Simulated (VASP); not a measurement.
Input of a VASP 6.6.1 run:

File POSCAR:

```
GaSb
1.0
    0.0000000000      3.0590000000      3.0590000000
    3.0590000000      0.0000000000      3.0590000000
    3.0590000000      3.0590000000      0.0000000000
Sb Ga
1 1
Direct
    0.7500000000      0.7500000000      0.7500000000
    0.0000000000      0.0000000000      0.0000000000
```

File INCAR.step1:

```
SYSTEM = GaSb
  ALGO = Normal
  EDIFF = 1E-5
  ENCUT = 520
  GGA = PE
  ISIF = 2
  ISMEAR = -1
  LASPH = .TRUE.
  LCHARG = .FALSE.
  LREAL = .FALSE.
  LWAVE = .TRUE.
  NELM = 60
  PREC = Accurate
  SIGMA = 0.05
```

INCAR.step2

```
SYSTEM = GaSb
  ALGO = Normal
  EDIFF = 1E-6
  ENCUT = 520
  ISIF = 2
  ISMEAR = -1
  ISTART = 1
  LASPH = .TRUE.
  LCHARG = .FALSE.
  LREAL = .FALSE.
  LWAVE = .FALSE.
  METAGGA = MBJ
  NELM = 60
  PREC = Accurate
  SIGMA = 0.05
```

Contents of KPOINTS:

```
k-points
0
G
  8 8 8
  0 0 0
```

KPOINTS_OPT

```
path GXWKGLUWLK,UX
20
line-mode
reciprocal
 0.0000000000  0.0000000000  0.0000000000  G
 0.5000000000  0.0000000000  0.5000000000  X

 0.5000000000  0.0000000000  0.5000000000  X
 0.5000000000  0.2500000000  0.7500000000  W

 0.5000000000  0.2500000000  0.7500000000  W
 0.3750000000  0.3750000000  0.7500000000  K

 0.3750000000  0.3750000000  0.7500000000  K
 0.0000000000  0.0000000000  0.0000000000  G

 0.0000000000  0.0000000000  0.0000000000  G
 0.5000000000  0.5000000000  0.5000000000  L

 0.5000000000  0.5000000000  0.5000000000  L
 0.6250000000  0.2500000000  0.6250000000  U

 0.6250000000  0.2500000000  0.6250000000  U
 0.5000000000  0.2500000000  0.7500000000  W

 0.5000000000  0.2500000000  0.7500000000  W
 0.5000000000  0.5000000000  0.5000000000  L

 0.5000000000  0.5000000000  0.5000000000  L
 0.3750000000  0.3750000000  0.7500000000  K

 0.6250000000  0.2500000000  0.6250000000  U
 0.5000000000  0.0000000000  0.5000000000  X
```

Potentials or basis: VASP PAW PBE potentials, release 64 (Sb, Ga_d).

Command:

```sh
$ cat potpaw_PBE.64/Sb/POTCAR potpaw_PBE.64/Ga_d/POTCAR > POTCAR
$ cp INCAR.step1 INCAR
$ mpirun -np 1 vasp_std > vasp.out
$ cp INCAR.step2 INCAR
$ mpirun -np 1 vasp_std > vasp.out
```

Q: Estimate the band gap on the k mesh.

A: 0.86 eV, direct.

Q: Predict the band gap along the path.

A: 0.86 eV, direct.

Levels at the corners of the path, in eV from the valence-band top:
| point | band 6 | band 7 | band 8 | band 9 | band 10 | band 11 | band 12 | band 13 |
| --- | --- | --- | --- | --- | --- | --- | --- | --- |
| Γ | -11.25 | 0.00 | 0.00 | 0.00 | 0.86 | 3.10 | 3.10 | 3.10 |
| X | -8.86 | -6.48 | -2.46 | -2.46 | 1.40 | 1.77 | 9.18 | 9.19 |
| X | -8.86 | -6.48 | -2.46 | -2.46 | 1.40 | 1.77 | 9.18 | 9.19 |
| W | -8.82 | -6.35 | -3.17 | -2.94 | 4.08 | 4.68 | 4.92 | 5.16 |
| W | -8.82 | -6.35 | -3.17 | -2.94 | 4.08 | 4.68 | 4.92 | 5.16 |
| K | -8.92 | -6.30 | -3.41 | -2.09 | 1.90 | 4.30 | 7.13 | 7.15 |
| K | -8.92 | -6.30 | -3.41 | -2.09 | 1.90 | 4.30 | 7.13 | 7.15 |
| Γ | -11.25 | 0.00 | 0.00 | 0.00 | 0.86 | 3.10 | 3.10 | 3.10 |
| Γ | -11.25 | 0.00 | 0.00 | 0.00 | 0.86 | 3.10 | 3.10 | 3.10 |
| L | -9.66 | -6.06 | -1.10 | -1.10 | 1.01 | 4.05 | 4.05 | 7.25 |
| L | -9.66 | -6.06 | -1.10 | -1.10 | 1.01 | 4.05 | 4.05 | 7.25 |
| U | -8.92 | -6.30 | -3.41 | -2.09 | 1.90 | 4.30 | 7.13 | 7.15 |
| U | -8.92 | -6.30 | -3.41 | -2.09 | 1.90 | 4.30 | 7.13 | 7.15 |
| W | -8.82 | -6.35 | -3.17 | -2.94 | 4.08 | 4.68 | 4.92 | 5.16 |
| W | -8.82 | -6.35 | -3.17 | -2.94 | 4.08 | 4.68 | 4.92 | 5.16 |
| L | -9.66 | -6.06 | -1.10 | -1.10 | 1.01 | 4.05 | 4.05 | 7.25 |
| L | -9.66 | -6.06 | -1.10 | -1.10 | 1.01 | 4.05 | 4.05 | 7.25 |
| K | -8.92 | -6.30 | -3.41 | -2.09 | 1.90 | 4.30 | 7.13 | 7.15 |
| U | -8.92 | -6.30 | -3.41 | -2.09 | 1.90 | 4.30 | 7.13 | 7.15 |
| X | -8.86 | -6.48 | -2.46 | -2.46 | 1.40 | 1.77 | 9.18 | 9.19 |

Caveat: spin-orbit coupling is left out, which moves the levels of the heavy elements.

**Measured values to compare with.**

From a printed reference work, data compilation, for a bulk crystal of GaSb at 4.2 K: band gap 0.811 eV (direct).

Against the measured gap of GaSb, 0.811 eV (direct; 4.2 K; a printed reference work, data compilation), the calculated 0.86 eV is off by +0.05 eV. Spin-orbit coupling on Ga, Sb is left out. The value is that of TB-mBJ, without temperature or zero-point motion.
